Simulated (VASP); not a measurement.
Write the native input for VASP 6.6.1 that does the following.

```
Task                   : single point
Functional             : r2SCAN
Potentials or basis    : VASP PAW PBE potentials, release 64 (Sn_d, Ge_d)
Cutoff                 : 520 eV
k mesh                 : 8 × 8 × 8
Occupations            : gaussian, width 0.1 eV
Spin                   : no spin polarisation
Further INCAR settings : ALGO = Normal; EDIFF = 1e-06
```

The structure of Sn2Ge lies in POSCAR:

```
Sn2Ge
1.0
   -2.8214100000      2.8214100000      4.7596700000
    2.8214100000     -2.8214100000      4.7596700000
    2.8214100000      2.8214100000     -4.7596700000
Sn Ge
4 2
Direct
    0.4365390000      0.9365390000      0.5000000000
    0.0634610000      0.5634610000      0.5000000000
    0.6865390000      0.6865390000      0.0000000000
    0.3134610000      0.3134610000      0.0000000000
    0.0000000000      0.0000000000      0.0000000000
    0.7500000000      0.2500000000      0.5000000000
```

The cell was built by a generator and needn't be a form met in nature.

One way to write it, as run:

INCAR

```
PREC = Accurate
ENCUT = 520
EDIFF = 1E-6
ISMEAR = 0
SIGMA = 0.1
LREAL = False
LASPH = True
NELM = 150
ALGO = Normal
ISIF = 2
LWAVE = False
LCHARG = False
METAGGA = R2SCAN
LMIXTAU = True
KPAR = 8
```

KPOINTS

```
Automatic mesh
0
Gamma
  8 8 8
```

Potentials or basis: VASP PAW PBE potentials, release 64 (Sn_d, Ge_d).

Run with:

```sh
$ cat potpaw_PBE.64/Sn_d/POTCAR potpaw_PBE.64/Ge_d/POTCAR > POTCAR
$ mpirun -np 8 vasp_std > vasp.out
```

It gave:

```
Pressure               : -1.8 GPa
Largest force          : 0.032 eV/Å
Band gap on the k mesh : none (metal or under the smearing width)
```

Caveat: the PAW data sets were made with another functional, which shifts forces and pressure a little.

It took 8.1 min on 8 MPI ranks on Intel(R) Xeon(R) Platinum 8259CL CPU @ 2.50GHz (Skylake/Cascade Lake) (shared host), peak memory 0.61 GiB a rank.
